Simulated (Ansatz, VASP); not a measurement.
Two plane-wave programs on AlN

```xyz
8
Lattice="-3.1110 0.0000 0.0000 -1.5555 -2.6942 0.0000 0.0000 0.0000 9.9560" Properties=species:S:1:pos:R:3 pbc="T T T"
Al   -1.5555   -0.8981    0.0000
Al   -1.5555   -0.8981    4.9780
Al   -3.1110   -1.7961    2.4890
Al   -3.1110   -1.7961    7.4670
N    -1.5555   -0.8981    1.9165
N    -1.5555   -0.8981    6.8945
N    -3.1110   -1.7961    4.4055
N    -3.1110   -1.7961    9.3835
```

Alike in both runs: task single point; functional PBE; k mesh 8 × 8 × 3; occupations gaussian, width 0.05 eV; no spin polarisation.

|  | VASP | Ansatz |
| --- | --- | --- |
| version | VASP 6.6.1 | Ansatz 0.2.0 |
| potentials or method | VASP PAW PBE potentials, release 64 (Al, N) | scalar-relativistic, plane waves, PAW |
| plane-wave cutoff (eV) | 520 | 420 |
| valence electrons in the cell | 32 | 32 |

```tsv
	VASP	Ansatz	Ansatz less VASP
gap on the k mesh at the Fermi level (eV)	4.16	4.15	-0.011
least direct gap on the mesh (eV)	4.16	4.15	-0.011
pressure (GPa)	3.8	4.0	+0.26
largest component of the traceless stress (GPa)	1.20	1.24	+0.041
rms of the force components (eV/Å)	0.105	0.104	-0.0007
```

Atom by atom the forces differ by 0.001 eV/Å (rms over components).
